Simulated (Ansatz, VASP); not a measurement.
Si4N: VASP beside Ansatz

```
Si N
1.0
     4.81613    0.00000    0.00000
    -2.40807    4.17089    0.00000
     0.00000    0.00000    3.44414
Si N
4 1
Direct
  0.37704 0.00000 0.00000
  0.00000 0.37704 0.00000
  0.62296 0.62296 0.00000
  0.00000 0.00000 0.00000
  0.00000 0.00000 0.50000
```

Alike in both runs: task relaxation of cell and atoms; functional PBE; k mesh 6 × 6 × 6; occupations gaussian, width 0.1 eV; no spin polarisation.

|  | VASP | Ansatz |
| --- | --- | --- |
| version | VASP 6.6.1 | Ansatz 0.2.0 |
| potentials or method | VASP PAW PBE potentials, release 64 (Si, N) | scalar-relativistic, plane waves, PAW |
| plane-wave cutoff (eV) | 600 | 420 |
| valence electrons in the cell | 21 | 21 |

VASP gave:

- gap on the k mesh at the Fermi level, each at its own relaxed structure (eV): none
- relaxed volume (Å³/atom): 15.52
- relaxed cell length with the largest relative difference (Å): 5.215
- energy change over the relaxation (meV/atom): -1862

Q: Which values does Ansatz return?

A: gap on the k mesh at the Fermi level, each at its own relaxed structure (eV): none; relaxed volume (Å³/atom): 15.53; relaxed cell length with the largest relative difference (Å): 5.217; energy change over the relaxation (meV/atom): -1876.

A gap of «none» marks a metal or a gap that the smearing closes.
